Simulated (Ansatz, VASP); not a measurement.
## In: VASP beside Ansatz

Contents of INCAR:

```
ALGO = Normal
EDIFF = 1E-6
ENCUT = 520
GGA = RP
ISIF = 2
ISMEAR = -1
LASPH = T
LCHARG = F
LREAL = F
LWAVE = F
NBANDS = 12
NELM = 60
PREC = Accurate
SIGMA = 0.1
```

KPOINTS

```
k-points
0
Gamma
  11 11 11
```

The input POSCAR:

```
In
1.0
    3.0999754306      0.0000000000      0.0000000000
    0.0000000000      3.0999754306      0.0000000000
    0.0000000000      0.0000000000      3.0999754306
In
1
Direct
    0.0000000000      0.0000000000      0.0000000000
```

Input for Ansatz:

```yaml
crystal:
  lattice:
    - [3.0999754306, 0.0, 0.0]
    - [0.0, 3.0999754306, 0.0]
    - [0.0, 0.0, 3.0999754306]
  atoms:
    - { symbol: In, position: [0.0, 0.0, 0.0] }
hamiltonian:
  xc: rpbe
  pseudopotentials:
    kind: paw
    azcp:
      In: "pseudopotentials/In.paw.azcp"
basis:
  ecutwfc: 420
  fft_grid_basis: typed
kpoints:
  mp_grid: { grid: [11, 11, 11], shift: [0, 0, 0] }
magnetization:
  spin_polarized: false
scf:
  occupations: { method: fermi_dirac, width: 0.1 }
  lower_state_search: "off"
output:
  stress: true
```

Alike in both runs: task single point; functional RPBE; k mesh 11 × 11 × 11; occupations fermi-dirac, width 0.1 eV; no spin polarisation.

|  | VASP | Ansatz |
| --- | --- | --- |
| version | VASP 6.6.1 | Ansatz 0.2.0 |
| potentials or method | VASP PAW PBE potentials, release 64 (In_d) | plane waves (420 eV) with PAW, scalar-relativistic |
| plane-wave cutoff (eV) | 520 | 420 |
| valence electrons in the cell | 13 | 13 |

VASP gave:

* pressure (GPa): 1.3

What did Ansatz give for the same quantities?

Pressure (GPa): 1.4.

Caveats: the PAW data sets were made with another functional, which shifts forces and pressure a little (VASP).
